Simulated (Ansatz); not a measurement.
Results of PBE+SOC (PAW; Ansatz, a program for electronic structure) for zinc-blende AlSb.

Settings: plane-wave cutoff 520 eV, 10×10×10 k mesh, Fermi–Dirac smearing 0.01 eV, PAW data made under PBE.

The cell has the measured lattice: a = b = c = 6.1355 Å, α = β = γ = 90.00°.

Problem. Predict the band gap and smallest direct gap on the k points sampled.

Solution. 
band gap: 1.00 eV (indirect)
smallest direct gap on the k points sampled: 1.41 eV

Measured, for comparison: band gap 1.73 eV (zero-point renormalisation of 35 meV (experimental, the table's column) added back here, indirect; inputs from Miglio et al. (2020), arXiv:2011.12765). Computed (rounded) less measured: band gap -0.73 eV.

Note: cell and atoms aren't relaxed at this level (pressure 2.4 GPa).

Static lattice: no zero-point or thermal effects.
